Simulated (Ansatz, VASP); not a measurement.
**Os: VASP beside Ansatz**

INCAR

```
  ALGO = Normal
  EDIFF = 1E-6
  EDIFFG = -0.005
  ENCUT = 580
  GGA = PE
  IBRION = 2
  ISIF = 3
  ISMEAR = -1
  LASPH = T
  LCHARG = F
  LREAL = F
  LWAVE = F
  NELM = 60
  NSW = 40
  PREC = Accurate
  SIGMA = 0.05
```

Contents of KPOINTS:

```
k-points
0
Gamma
  11 11 6
```

POSCAR

```
Os
1.0
    2.7341000000      0.0000000000      0.0000000000
   -1.3670500000      2.3678000565      0.0000000000
    0.0000000000      0.0000000000      4.3197000000
Os
2
Direct
    0.6666666667      0.3333333333      0.7500000000
    0.3333333333      0.6666666667      0.2500000000
```

input.yaml

```yaml
crystal:
  lattice:
    - [2.7341, 0.0, 0.0]
    - [-1.36705, 2.3678000565, 0.0]
    - [0.0, 0.0, 4.3197]
  atoms:
    - { symbol: Os, position: [0.6666666667, 0.3333333333, 0.75] }
    - { symbol: Os, position: [0.3333333333, 0.6666666667, 0.25] }
hamiltonian:
  xc: pbe
  pseudopotentials: { kind: paw }
kpoints:
  mp_grid: { grid: [11, 11, 6] }
scf:
  occupations: { method: fermi_dirac, width: 0.05 }
output:
  forces: true
  stress: true
  write_density: true
  write_potential: true
  elf: true
  volumetric_format: npy
relax:
  f_tol: 0.01
  max_steps: 40
  cell: { stress_tol: 0.05 }
```

Alike in both runs: task relaxation of cell and atoms; functional PBE; k mesh 11 × 11 × 6; occupations fermi-dirac, width 0.05 eV; no spin polarisation.

|  | VASP | Ansatz |
| --- | --- | --- |
| version | VASP 6.6.1 | Ansatz 0.2.0 |
| potentials or method | VASP PAW PBE potentials, release 54 (Os) | Ansatz PAW |
| plane-wave cutoff (eV) | 580 | 420 |
| valence electrons in the cell | 16 | 32 |

Ansatz gave:

| Property | Result |
| --- | --- |
| gap on the k mesh at the Fermi level, each at its own relaxed structure (eV) | none |
| relaxed volume (Å³/atom) | 14.28 |
| relaxed cell length with the largest relative difference (Å) | 4.349 |
| energy change over the relaxation (meV/atom) | -8 |

What did VASP give for the same quantities?

gap on the k mesh at the Fermi level, each at its own relaxed structure (eV): none; relaxed volume (Å³/atom): 14.28; relaxed cell length with the largest relative difference (Å): 4.348; energy change over the relaxation (meV/atom): -8.

A gap of «none» marks a metal or a gap that the smearing closes. The two sets of potentials don't hold the same shells in valence.

Caveats: the plane-wave basis is chosen anew once the cell has moved, so the energies of steps on either side of that aren't comparable (Ansatz). Spin-orbit coupling is left out, which matters for the levels of Os. PBE usually gives volumes a little too large and moduli too small. Zero-point motion and thermal expansion aren't in these numbers.
